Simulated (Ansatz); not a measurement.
CdSe:

```
Cd Se
1.0
     0.00000    2.87396    2.87396
     2.87396    0.00000    2.87396
     2.87396    2.87396    0.00000
Cd Se
1 1
Direct
  0.00000 0.00000 0.00000
  0.50000 0.50000 0.50000
```

Measurements of this composition are mostly on another form, of space group No. 186.

Base run:

```yaml
Program: Ansatz 0.2.0
Functional: BLYP
Potentials_or_basis: Ansatz PAW
Cutoff: "420 eV (not typed: the program's choice for these potentials)"
k_mesh: 8 × 8 × 8
Occupations: fermi-dirac, width 0.05 eV
Spin: no spin polarisation
```

Its results: band gap on the k mesh none (metal or under the smearing width); pressure 3.7 GPa.

**Question.** The run is repeated on the same cell with these changes: functional from BLYP to PBE; occupations from fermi-dirac, width 0.05 eV to gaussian, width 0.012 eV. What comes out?

**Answer.** Band gap on the k mesh none (metal or under the smearing width); pressure -0.3 GPa.

Caveats: the PAW data sets come from PBE, with cores solved anew for the run's functional, which leaves a small shift of forces and pressure (some runs).
